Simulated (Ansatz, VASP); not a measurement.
Two plane-wave programs on Si

The input INCAR:

```
SYSTEM = Si
PREC = Accurate
ENCUT = 520
EDIFF = 1E-8
ISMEAR = -1
SIGMA = 0.08
LREAL = .False.
LASPH = .True.
NELM = 60
ALGO = Normal
ISIF = 2
LWAVE = .False.
LCHARG = .False.
LEFG = .True.
NBANDS = 11
```

KPOINTS

```
regular mesh
0
Gamma
  11 11 11
  0 0 0
```

The input POSCAR:

```
Si
1.0
    0.0000000000      2.7244915613      2.7244915613
    2.7244915613      0.0000000000      2.7244915613
    2.7244915613      2.7244915613      0.0000000000
Si
2
Direct
    0.5000000000      0.5000000000      0.5000000000
    0.7500000000      0.7500000000      0.7500000000
```

Input for Ansatz:

```yaml
crystal:
  lattice:
    - [0.0, 2.7244915613, 2.7244915613]
    - [2.7244915613, 0.0, 2.7244915613]
    - [2.7244915613, 2.7244915613, 0.0]
  atoms:
    - { symbol: Si, position: [0.5, 0.5, 0.5] }
    - { symbol: Si, position: [0.75, 0.75, 0.75] }
kpoints:
  mp_grid: { grid: [11, 11, 11] }
scf:
  occupations: { method: fermi_dirac, width: 0.08 }
hamiltonian:
  xc: lda
  pseudopotentials: { kind: paw }
output:
  forces: true
  stress: true
  eigenvalues: true
  efg: { contact_densities: true }
```

Change from the starting cell: volume scaled by 1.01, PAW files.

Alike in both runs: task electric field gradients; functional LDA; k mesh 11 × 11 × 11; occupations fermi-dirac, width 0.08 eV; no spin polarisation.

|  | VASP | Ansatz |
| --- | --- | --- |
| version | VASP 6.6.1 | Ansatz 0.2.0 |
| potentials or method | VASP PAW LDA potentials, release 64 (Si) | PAW with Ansatz's default frozen-core files, scalar-relativistic |
| plane-wave cutoff (eV) | 520 | 420 |
| valence electrons in the cell | 8 | 8 |

|  | VASP | Ansatz | Ansatz less VASP |
| --- | --- | --- | --- |
| pressure (GPa) | -2.3 | -2.4 | -0.03 |
| Vzz of the field gradient on the site that differs most (V/Å²) | 0.0 | 0.0 | 0.00 |

Caveats: an odd mesh through Γ misses points on the zone boundary, where band edges often lie.
